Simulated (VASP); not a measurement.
**CdTe in VASP 6.6.1, single-point calculation**

INCAR

```
LREAL = .FALSE.
ENCUT = 520
ISMEAR = -1
SIGMA = 0.02
NELM = 120
ISIF = 2
LWAVE = .FALSE.
PREC = Accurate
IBRION = -1
LASPH = .TRUE.
NBANDS = 16
EDIFF = 1E-7
NSW = 0
LCHARG = .FALSE.
GGA = PE
```

KPOINTS

```
KPOINTS created by Atomic Simulation Environment
0
Monkhorst-Pack
6 6 6
0 0 0
```

POSCAR

```
Cd Te
 1.0000000000000000
     0.0000000000000000    3.4344410031999999    3.0572232087000000
     3.4344410031999999    0.0000000000000000    3.0572232087000000
     3.4344410031999999    3.4344410031999999    0.0000000000000000
 Cd  Te
   1   1
Cartesian
  0.0000000000000000  0.0000000000000000  0.0000000000000000
  1.7172205015999997  1.7172205015999997  1.5286116043500000
```

The recommended PBE PAW datasets give the neutral cell 18 valence electrons.

Command

```
mpirun -np 1 vasp_std
```

Problem. Predict the outcome of this run.

Solution. It converged. Results: gap between bands v and c on the k mesh 1.10 eV; least direct gap on the k mesh 1.10 eV; pressure 0.1 GPa. Band v is the last that the valence electrons fill when counted band by band, and c is the next.

OSZICAR

```
N       E                     dE             d eps       ncg     rms          rms(c)
DAV:   1     0.991570980046E+02    0.99157E+02   -0.82215E+03  2048   0.965E+02
DAV:   2    -0.142292183654E+01   -0.10058E+03   -0.95719E+02  2456   0.233E+02
DAV:   3    -0.499147947500E+01   -0.35686E+01   -0.35640E+01  2552   0.458E+01
DAV:   4    -0.502429407941E+01   -0.32815E-01   -0.32813E-01  3048   0.385E+00
DAV:   5    -0.502438191018E+01   -0.87831E-04   -0.87831E-04  2664   0.181E-01    0.494E+00
DAV:   6    -0.479847638208E+01    0.22591E+00   -0.38310E-01  2352   0.700E+00    0.414E+00
DAV:   7    -0.478286971388E+01    0.15607E-01   -0.10286E-01  2560   0.204E+00    0.163E+00
DAV:   8    -0.478373524893E+01   -0.86554E-03   -0.10002E-02  2264   0.111E+00    0.434E-01
DAV:   9    -0.478405624032E+01   -0.32099E-03   -0.10494E-03  2560   0.326E-01    0.906E-02
DAV:  10    -0.478409621357E+01   -0.39973E-04   -0.11055E-04  2608   0.108E-01    0.548E-02
DAV:  11    -0.478413251578E+01   -0.36302E-04   -0.75912E-05  2400   0.533E-02    0.375E-02
DAV:  12    -0.478413170481E+01    0.81097E-06   -0.31444E-06  2408   0.128E-02    0.213E-02
DAV:  13    -0.478413146965E+01    0.23516E-06   -0.72247E-07  2576   0.384E-03    0.118E-02
DAV:  14    -0.478413153054E+01   -0.60893E-07   -0.51069E-07  2368   0.402E-03
   1 F= -.47841315E+01 E0= -.47841315E+01  d E =-.325811E-10
```

Standard output (part)

```
POSCAR found type information on POSCAR CdTe
 POSCAR found :  2 types and       2 ions
 LDA part: xc-table for (Slater+PW92), standard interpolation
 POSCAR, INCAR and KPOINTS ok, starting setup
 WAVECAR not read
 entering main loop
```

The shifted mesh misses Γ, so a band edge there is missed.

For comparison, a separate PBE run of the intended cell, on usual settings and not on those above, gives a gap of 0.37 eV on its mesh and a pressure of 0.1 GPa.
